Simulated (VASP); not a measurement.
# ZrB (Fm-3m) in VASP: further runs

Runs on ZrB. Level: PBE. Tasks: single point.

Program: VASP 6.6.1. These are calculated values, not measurements. Logs are shortened: lines on timing, memory, paths and dates and some standing lists are left out, and cuts for length are marked.

### Step 1. The undisturbed crystal

Symmetry: Fm-3m, No. 225, cubic system. The conventional cell has a = 4.650 Å, b = 4.650 Å, c = 4.650 Å, α = 90.00°, β = 90.00°, γ = 90.00°. Zr (site symmetry m-3m) is surrounded by 6 B at 2.33 Å. B (site symmetry m-3m) is surrounded by 6 Zr at 2.33 Å.

### Step 2. Single point, PBE (strain along c alone, the other axes held, atoms relaxed: +4.0 %)

The input, INCAR:

```
ALGO = Fast
EDIFF = 1E-6
ENCUT = 520
GGA = PE
ISIF = 2
ISMEAR = 0
LASPH = T
LCHARG = F
LREAL = F
LWAVE = F
NBANDS = 23
NELM = 100
PREC = Accurate
SIGMA = 0.1
```

The input, KPOINTS:

```
k-points
0
Gamma
  12 12 10
```

The input, POSCAR:

```
ZrB
1.0
    2.4520505267      2.4520505267      0.0000000000
   -2.4520505267      2.4520505267      0.0000000000
    0.0000000000      0.0000000000      5.1002650956
Zr B
2 2
Direct
    0.0000000000      0.0000000000      0.0000000000
    0.5000000000      0.5000000000      0.5000000000
    0.5000000000      0.5000000000      0.0000000000
    0.0000000000      0.0000000000      0.5000000000
```

Potentials or basis: VASP PAW PBE potentials, release 64 (Zr_sv, B).

On the command line:

```console
$ cat potpaw_PBE.64/Zr_sv/POTCAR potpaw_PBE.64/B/POTCAR > POTCAR
$ mpirun -np 1 vasp_std > vasp.out
```

OUTCAR:

```text
EDIFF = 1E-6
   ENCUT = 520
   GGA = PE
   ISIF = 2
   ISMEAR = 0
   LASPH = T
   LREAL = F
   NELM = 100
   PREC = Accurate

 ion  position               nearest neighbor table
   1  0.000  0.000  0.000-   3 2.45   3 2.45   3 2.45   3 2.45   4 2.55   4 2.55   2 3.54   2 3.54
                             2 3.54   2 3.54   2 3.54   2 3.54   2 3.54   2 3.54
   2  0.500  0.500  0.500-   4 2.45   4 2.45   4 2.45   4 2.45   3 2.55   3 2.55   1 3.54   1 3.54
                             1 3.54   1 3.54   1 3.54   1 3.54   1 3.54   1 3.54
   3  0.500  0.500  0.000-   1 2.45   1 2.45   1 2.45   1 2.45   2 2.55   2 2.55
   4  0.000  0.000  0.500-   2 2.45   2 2.45   2 2.45   2 2.45   1 2.55   1 2.55

  LATTYP: Found a simple tetragonal cell.
 ALAT       =     3.4677231105
 C/A-ratio  =     1.4707821049

  Lattice vectors:

 A1 = (   2.4520505267,   2.4520505267,   0.0000000000)
 A2 = (  -2.4520505267,   2.4520505267,   0.0000000000)
 A3 = (   0.0000000000,   0.0000000000,   5.1002650956)

Analysis of symmetry for initial positions (statically):
=====================================================================
 Subroutine PRICEL returns following result:

  LATTYP: Found a body centered tetragonal cell.
 ALAT       =     3.4677231105
 C/A-ratio  =     1.4707821049

  Lattice vectors:

 A1 = (   2.4520505267,   0.0000000000,  -2.5501325478)
 A2 = (  -2.4520505267,   0.0000000000,  -2.5501325478)
 A3 = (   0.0000000000,   2.4520505267,   2.5501325478)

   2 primitive cells build up your supercell.

 Routine SETGRP: Setting up the symmetry group for a
 simple tetragonal supercell.

 Subroutine GETGRP returns: Found 16 space group operations
 (whereof 16 operations were pure point group operations)
 out of a pool of 16 trial point group operations.

The static configuration has the point symmetry D_4h.

Analysis of symmetry for dynamics (positions and initial velocities):
=====================================================================
 Subroutine PRICEL returns following result:

  LATTYP: Found a body centered tetragonal cell.
 ALAT       =     3.4677231105
 C/A-ratio  =     1.4707821049

  Lattice vectors:

 A1 = (   2.4520505267,   0.0000000000,  -2.5501325478)
 A2 = (  -2.4520505267,   0.0000000000,  -2.5501325478)
 A3 = (   0.0000000000,   2.4520505267,   2.5501325478)
[... 108 lines left out ...]
   ENCUT  =  520.0 eV  38.22 Ry    6.18 a.u.   6.45  6.45  9.48*2*pi/ulx,y,z
   NELM   =    100;   NELMIN=  2; NELMDL= -5     # of ELM steps
   EDIFF  = 0.1E-05   stopping-criterion for ELM
   LREAL  =      F    real-space projection
   EDIFFG = 0.1E-04   stopping-criterion for IOM
   NSW    =      0    number of steps for IOM
   IBRION =     -1    ionic relax: 0-MD 1-quasi-New 2-CG
   NFREE  =      0    steps in history (QN), initial steepest desc. (CG)
   ISIF   =      2    stress and relaxation
   ISYM   =      2    0-nonsym 1-usesym 2-fastsym
   POTIM  = 0.5000    time-step for ionic-motion
   TEBEG  =    0.0;   TEEND  =   0.0 temperature during run
   PSTRESS=    0.0 pullay stress
   NELECT =      30.0000    total number of electrons
   NUPDOWN=      -1.0000    fix difference up-down
   EMIN   =  10.00;   EMAX   =-10.00  energy-range for DOS
   EFERMI =   0.00;   METHOD = LEGACY
   ISMEAR =     0;   SIGMA  =   0.10  broadening in eV -4-tet -1-fermi 0-gaus
   EFERMI_NEDOS =   21; number of points for ismear=-14 and -15
   IALGO  =     68    algorithm
   IMIX   =      4    mixing-type and parameters
     AMIX     =   0.40;   BMIX     =  1.00
     AMIX_MAG =   1.60;   BMIX_MAG =  1.00
  volume/ion in A,a.u.               =      15.33       103.47
  Fermi-wavevector in a.u.,A,eV,Ry     =   1.289896  2.437550 22.637807  1.663832
  Thomas-Fermi vector in A             =   2.421761
   LORBIT       =      0    0 simple, 1 ext, 2 COOP (PROOUT), +10 PAW based schemes
   GGA     = PE    functional components
   LHFCALC =     F    Hartree Fock is set to
   AEXX    =    0.0000 exact exchange contribution
   IVDW    =     0    specifies the selected vdW correction
   LEPSILON=     F    determine dielectric tensor
   LRPA    =     F    only Hartree local field effects (RPA)
 non-spin polarized calculation
 RMM-DIIS sequential band-by-band and
 Gauss-broadening in eV      SIGMA  =   0.10
  energy-cutoff  :      520.00
  volume of cell :       61.33
 maximum number of plane-waves:      1687
 NGX is ok and might be reduce to    28
   NGX = 13   NGY = 13   NGZ = 19

 number of electron      30.0000000 magnetization

 Free energy of the ion-electron system (eV)
  ---------------------------------------------------
  ext. energy  EPLUGINS =         0.00000000
  ---------------------------------------------------
  free energy    TOTEN  =       -31.92724223 eV

  energy without entropy =      -31.91734038  energy(sigma->0) =      -31.92229131

 E-fermi :   7.0886     XC(G=0): -11.2952

 val. band max:        7.0874103399   @ k =   0.3333   0.0833   0.1000
 cond. band min:       7.0983309964   @ k =   0.1667   0.0833   0.2000
 fundamental gap:      0.0109206565
 Fermi energy:         7.0886444409

 k-point     1 :       0.0000    0.0000    0.0000
  band No.  band energies     occupation
      1     -40.5672      2.00000
      2     -40.5088      2.00000
      3     -18.8282      2.00000
      4     -18.5421      2.00000
      5     -18.5421      2.00000
      6     -18.4199      2.00000
[... 613 lines left out ...]
     22      12.6643      0.00000
     23      12.8144      0.00000

 [... further k-points ...]

------------------------ aborting loop because EDIFF is reached ----------------------------------------

  FORCE on cell =-STRESS in cart. coord.  units (eV):
  Direction    XX          YY          ZZ          XY          YZ          ZX
  --------------------------------------------------------------------------------------
  -------------------------------------------------------------------------------------
  Total       -0.8173218     -0.8173218     -4.5192704      0.0000000      0.0000000     -0.0000000
  in kB      -21.3511914    -21.3511914   -118.0585205      0.0000000      0.0000000     -0.0000000
  external PRESSURE =     -53.5869678 kB  Pullay stress =       0.0000000 kB

 VOLUME and BASIS-vectors are now :
 -----------------------------------------------------------------------------
  energy-cutoff  :      520.00
  volume of cell :       61.33
      direct lattice vectors                 reciprocal lattice vectors
     2.452050527  2.452050527  0.000000000     0.203910969  0.203910969  0.000000000
    -2.452050527  2.452050527  0.000000000    -0.203910969  0.203910969  0.000000000
     0.000000000  0.000000000  5.100265096     0.000000000  0.000000000  0.196068240

 POSITION                                       TOTAL-FORCE (eV/Angst)
 -----------------------------------------------------------------------------------
      0.00000      0.00000      0.00000        -0.000000     -0.000000     -0.000000
      0.00000      2.45205      2.55013         0.000000      0.000000      0.000000
      0.00000      2.45205      0.00000        -0.000000     -0.000000     -0.000000
      0.00000      0.00000      2.55013        -0.000000     -0.000000     -0.000000
 -----------------------------------------------------------------------------------
    total drift:                               -0.000000      0.000000      0.000000

  FREE ENERGIE OF THE ION-ELECTRON SYSTEM (eV)
  ---------------------------------------------------
  free  energy   TOTEN  =       -31.9272422301 eV

  energy  without entropy=      -31.9173403831  energy(sigma->0) =      -31.92229131
```

It took 3.5 min on 1 thread of AMD EPYC 9R45 (Zen 5), shared host; peak memory 0.3 GiB.

Results:

* Free energy: -31.9272 eV
* Pressure: -5.4 GPa
* Band gap on the k mesh: none (metal or under the smearing width)

### Step 3. Single point, PBE (strain along c alone, the other axes held, atoms relaxed: +6.0 %)

The input, INCAR:

```
SYSTEM = ZrB
ALGO = Fast
EDIFF = 1E-6
ENCUT = 520
GGA = PE
ISIF = 2
ISMEAR = 0
LASPH = .True.
LCHARG = .False.
LREAL = .False.
LWAVE = .False.
NBANDS = 23
NELM = 100
PREC = Accurate
SIGMA = 0.1
```

The input, KPOINTS:

```
k-points
0
Gamma
  12 12 10
  0 0 0
```

Edit POSCAR of step 2 so:

```diff
@@ -4,3 +4,3 @@
    -2.4520505267      2.4520505267      0.0000000000
-    0.0000000000      0.0000000000      5.1002650956
+    0.0000000000      0.0000000000      5.1983471167
 Zr B
```

Potentials or basis: VASP PAW PBE potentials, release 64 (Zr_sv, B).

On the command line:

```console
$ cat potpaw_PBE.64/Zr_sv/POTCAR potpaw_PBE.64/B/POTCAR > POTCAR
$ mpirun -np 1 vasp_std > vasp.out
```

OUTCAR:

```text
SYSTEM = ZrB
   EDIFF = 1E-6
   ENCUT = 520
   GGA = PE
   ISIF = 2
   ISMEAR = 0
   LASPH = .True.
   LREAL = .False.
   NELM = 100
   PREC = Accurate

 ion  position               nearest neighbor table
   1  0.000  0.000  0.000-   3 2.45   3 2.45   3 2.45   3 2.45   4 2.60   4 2.60   2 3.57   2 3.57
                             2 3.57   2 3.57   2 3.57   2 3.57   2 3.57   2 3.57
   2  0.500  0.500  0.500-   4 2.45   4 2.45   4 2.45   4 2.45   3 2.60   3 2.60   1 3.57   1 3.57
                             1 3.57   1 3.57   1 3.57   1 3.57   1 3.57   1 3.57
   3  0.500  0.500  0.000-   1 2.45   1 2.45   1 2.45   1 2.45   2 2.60   2 2.60
   4  0.000  0.000  0.500-   2 2.45   2 2.45   2 2.45   2 2.45   1 2.60   1 2.60

  LATTYP: Found a simple tetragonal cell.
 ALAT       =     3.4677231105
 C/A-ratio  =     1.4990663761

  Lattice vectors:

 A1 = (   2.4520505267,   2.4520505267,   0.0000000000)
 A2 = (  -2.4520505267,   2.4520505267,   0.0000000000)
 A3 = (   0.0000000000,   0.0000000000,   5.1983471167)

Analysis of symmetry for initial positions (statically):
[... 197 lines left out ...]

 E-fermi :   6.9163     XC(G=0): -11.2068

 val. band max:        6.9151303595   @ k =   0.2500   0.0000   0.3000
 cond. band min:       6.9286231387   @ k =   0.4167   0.1667   0.1000
 fundamental gap:      0.0134927792
 Fermi energy:         6.9162849955

 k-point     1 :       0.0000    0.0000    0.0000
  band No.  band energies     occupation
      1     -40.8197      2.00000
      2     -40.7690      2.00000
      3     -19.0639      2.00000
      4     -18.7758      2.00000
      5     -18.7758      2.00000
      6     -18.6903      2.00000
[... 613 lines left out ...]
     22      12.3721      0.00000
     23      12.4887      0.00000

 [... further k-points ...]

------------------------ aborting loop because EDIFF is reached ----------------------------------------

  FORCE on cell =-STRESS in cart. coord.  units (eV):
  Direction    XX          YY          ZZ          XY          YZ          ZX
  --------------------------------------------------------------------------------------
  -------------------------------------------------------------------------------------
  Total       -1.1880237     -1.1880237     -6.3342904      0.0000000      0.0000000     -0.0000000
  in kB      -30.4496005    -30.4496005   -162.3508068      0.0000000      0.0000000     -0.0000000
  external PRESSURE =     -74.4166692 kB  Pullay stress =       0.0000000 kB

 VOLUME and BASIS-vectors are now :
 -----------------------------------------------------------------------------
  energy-cutoff  :      520.00
  volume of cell :       62.51
      direct lattice vectors                 reciprocal lattice vectors
     2.452050527  2.452050527  0.000000000     0.203910969  0.203910969  0.000000000
    -2.452050527  2.452050527  0.000000000    -0.203910969  0.203910969  0.000000000
     0.000000000  0.000000000  5.198347117     0.000000000  0.000000000  0.192368839

 POSITION                                       TOTAL-FORCE (eV/Angst)
 -----------------------------------------------------------------------------------
      0.00000      0.00000      0.00000        -0.000000      0.000000      0.000000
      0.00000      2.45205      2.59917        -0.000000      0.000000      0.000000
      0.00000      2.45205      0.00000         0.000000     -0.000000      0.000000
      0.00000      0.00000      2.59917         0.000000     -0.000000      0.000000
 -----------------------------------------------------------------------------------
    total drift:                               -0.000000      0.000000      0.000000

  FREE ENERGIE OF THE ION-ELECTRON SYSTEM (eV)
  ---------------------------------------------------
  free  energy   TOTEN  =       -31.8239844962 eV

  energy  without entropy=      -31.8135803705  energy(sigma->0) =      -31.81878243
```

Wall time 3.4 min (1 thread of AMD EPYC 9R45 (Zen 5), shared host); peak memory 0.3 GiB.

What came out:

- Free energy: -31.8240 eV
- Pressure: -7.4 GPa
- Band gap on the k mesh: none (metal or under the smearing width)

Stress tensor (GPa, compression positive):
```
 -3.04   0.00   0.00
  0.00  -3.04   0.00
  0.00   0.00 -16.24
```

[end of part 1 of 2]
